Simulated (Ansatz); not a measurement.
NiSb (Breithauptite):

```xyz
4
Lattice="3.9280 0.0000 0.0000 -1.9640 3.4017 0.0000 0.0000 0.0000 5.1200" Properties=species:S:1:pos:R:3 pbc="T T T"
Sb    1.9640    1.1339    3.8400
Sb    0.0000    2.2678    1.2800
Ni    0.0000    0.0000    2.5600
Ni    0.0000    0.0000    0.0000
```

Base run:

```yaml
Program: Ansatz 0.2.0
Functional: r2SCAN
Potentials_or_basis: Ansatz PAW
Cutoff: "500 eV (not typed: the program's choice for these potentials)"
k_mesh: 8 × 8 × 5
Occupations: fermi-dirac, width 0.05 eV
Spin: collinear spin, ferromagnetic start
Starting_moments: "[0.0, 0.0, 1.0, 1.0] μB"
Hubbard_terms: Ni d U = 8 eV
```

Its results: band gap on the k mesh none (metal or under the smearing width); pressure -1.0 GPa; net moment 0.00 μB per cell.

The run is repeated on the same cell with these changes: hubbard terms from Ni d U = 8 eV to Ni d U = 3 eV. What comes out?

Band gap on the k mesh none (metal or under the smearing width); pressure -0.5 GPa; net moment 0.00 μB per cell.

Caveats: the magnetic or orbital state may not be the lowest; spin-orbit coupling is left out, which moves the levels of the heavy elements; the PAW data sets come from PBE, with cores solved anew for the run's functional, which leaves a small shift of forces and pressure; the U is typed as a test and isn't derived for this compound; the starting moments weren't kept.
